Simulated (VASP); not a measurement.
# PbSe (Clausthalite): band structure with HSE03

**Measured values to compare with.**

A printed reference work, monograph reports, for a bulk crystal of PbSe at 300 K: band gap 0.28 eV (direct).

PbSe (Clausthalite):

```
Pb Se
1.0
     0.00000    3.06065    3.06065
     3.06065    0.00000    3.06065
     3.06065    3.06065    0.00000
Pb Se
1 1
Direct
  0.00000 0.00000 0.00000
  0.50000 0.50000 0.50000
```

```
Program                            : VASP 6.6.1
Task                               : band structure
Functional                         : HSE03
Potentials or basis                : VASP PAW PBE potentials, release 64 (Pb_d, Se)
Cutoff                             : 520 eV
k mesh                             : 6 × 6 × 6
Occupations                        : gaussian, width 0.02 eV
Spin                               : no spin polarisation
Ladder                             : free
Grid for exact exchange (PRECFOCK) : Fast
Further INCAR settings             : ALGO = Normal; EDIFF = 1e-07; NBANDS = 17
```

The pressure is 1.3 GPa, the band gap on the k mesh is 0.58 eV, direct and the band gap along the path is 0.58 eV, direct.

Levels at the corners of the path, in eV from the valence-band top:
```
point  band 6  band 7  band 8  band 9  band 10  band 11  band 12  band 13  band 14  band 15
    Γ  -14.92   -6.59   -2.16   -2.16    -2.16     5.29     5.29     5.29     6.98     6.98
    X  -13.34   -7.82   -5.50   -3.61    -3.61     4.02     6.25     6.25     6.71    11.99
    X  -13.34   -7.82   -5.50   -3.61    -3.61     4.02     6.25     6.25     6.71    11.99
    W  -13.31   -8.57   -4.68   -4.68    -0.95     2.26     5.46     5.46     8.36     8.36
    W  -13.31   -8.57   -4.68   -4.68    -0.95     2.26     5.46     5.46     8.36     8.36
    K  -13.36   -8.60   -5.05   -3.06    -2.62     3.82     4.49     6.03     6.31    10.75
    K  -13.36   -8.60   -5.05   -3.06    -2.62     3.82     4.49     6.03     6.31    10.75
    Γ  -14.92   -6.59   -2.16   -2.16    -2.16     5.29     5.29     5.29     6.98     6.98
    Γ  -14.92   -6.59   -2.16   -2.16    -2.16     5.29     5.29     5.29     6.98     6.98
    L  -13.76   -9.50   -1.75   -1.75     0.00     0.58     2.02     2.02     9.14    10.84
    L  -13.76   -9.50   -1.75   -1.75     0.00     0.58     2.02     2.02     9.14    10.84
    U  -13.36   -8.60   -5.05   -3.06    -2.62     3.82     4.49     6.03     6.31    10.75
    U  -13.36   -8.60   -5.05   -3.06    -2.62     3.82     4.49     6.03     6.31    10.75
    W  -13.31   -8.57   -4.68   -4.68    -0.95     2.26     5.46     5.46     8.36     8.36
    W  -13.31   -8.57   -4.68   -4.68    -0.95     2.26     5.46     5.46     8.36     8.36
    L  -13.76   -9.50   -1.75   -1.75     0.00     0.58     2.02     2.02     9.14    10.84
    L  -13.76   -9.50   -1.75   -1.75     0.00     0.58     2.02     2.02     9.14    10.84
    K  -13.36   -8.60   -5.05   -3.06    -2.62     3.82     4.49     6.03     6.31    10.75
    U  -13.36   -8.60   -5.05   -3.06    -2.62     3.82     4.49     6.03     6.31    10.75
    X  -13.34   -7.82   -5.50   -3.61    -3.61     4.02     6.25     6.25     6.71    11.99
```

Wall time 47 min on 4 MPI ranks on Intel(R) Xeon(R) Platinum 8488C (Sapphire Rapids), with other jobs on the host, peak memory 0.39 GiB a rank.

Measured gap of PbSe: 0.28 eV (direct; 300 K; a printed reference work, monograph). This calculation gives 0.58 eV (+0.30 eV). 2 values of this kind are on record (0.15 to 0.28 eV); this one was drawn at random. Spin-orbit coupling on Pb, Se is left out. The value is that of HSE03, without temperature or zero-point motion.

Caveat: the PAW data sets were made with another functional, which shifts forces and pressure a little; spin-orbit coupling is left out, which as a rule narrows the gap of such compounds by several tenths of an eV.
